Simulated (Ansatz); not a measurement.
Computed with DFT PBE+D3(BJ), scalar-relativistic, plane waves, PAW in Ansatz 0.2.0. Settings: cutoff 420 eV, Γ-centred meshes spaced at most about 0.3 Å⁻¹ (2π included), Gaussian smearing. No spin polarisation.

Temperature and zero-point effects are left out.

Question: Which of these relaxed structures of NaI is the lowest in energy?
A. Space group Cmmm (No. 65), orthorhombic, a = 4.765 Å, b = 6.793 Å, c = 4.105 Å. Around Na lie 4 I at 3.14 Å; I is surrounded by 4 Na at 3.14 Å.
B. Space group I4_1/amd (No. 141), tetragonal, a = 4.375 Å, c = 14.575 Å. Na has 4 I at 3.09 Å; I is surrounded by 4 Na at 3.09 Å.

Answer: A. The other, B, lies 15 meV/atom higher. Counting I atoms around Na (those within 1.25 times the shortest such distance or 1.15 times the sum of covalent radii): A has Na 4; B has Na 4. Origin: A, invented; B, reached from a Materials Project cell. The lowest form computed isn't among them: it has the rock salt type, space group Fm-3m (No. 225), 32.1 Å³/atom, is reached from a Materials Project cell and lies 136 meV/atom below the best shown.

These runs have no spin–orbit coupling, which can matter for I. Cells relaxed within their symmetry can be saddle points. Some structure types and database cells were kept out of the candidates from the start, so a known form may be missing.
